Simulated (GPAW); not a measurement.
**AlN: equation of state with LDA**

The system is AlN.

```
Al N
1.0
     3.11300    0.00000    0.00000
    -1.55650    2.69594    0.00000
     0.00000    0.00000    4.98100
Al N
2 2
Direct
  0.66667 0.33333 0.50000
  0.33333 0.66667 0.00000
  0.66667 0.33333 0.88000
  0.33333 0.66667 0.38000
```

| Item | Value |
| --- | --- |
| Program | GPAW 26.7.0 |
| Task | equation of state |
| Functional | LDA |
| Potentials or basis | HGH pseudopotentials |
| Cutoff | 1600 eV |
| Basis | pw |
| k mesh | 7 × 7 × 4 |
| Occupations | fermi-dirac, width 0.05 eV |
| Spin | no spin polarisation |
| Maxiter | 150 |
| Eos scales | [0.94, 0.96, 0.98, 1.0, 1.02, 1.04, 1.06] |

- Equilibrium volume: 10.07 Å³/atom (rough: see the caveat)
- Bulk modulus at fixed shape and positions: 204 GPa (rough)

Energy against volume, from the lowest point:
```csv
volume (Å³/atom),energy (meV/atom)
9.824,3.83
10.033,0.00
10.242,1.55
10.451,8.49
10.660,19.91
10.869,35.46
11.078,54.92
```

Wall time 4.7 min on 1 thread of Arm Neoverse V2 (shared host), peak memory 0.44 GiB.

Caveat: the points scatter about the fit; the cell was scaled at fixed shape and fractional positions, which overstates the stiffness of a crystal with free parameters, most of all of layers and chains; HGH potentials are hard and often keep d shells in the core, so these values are rough.
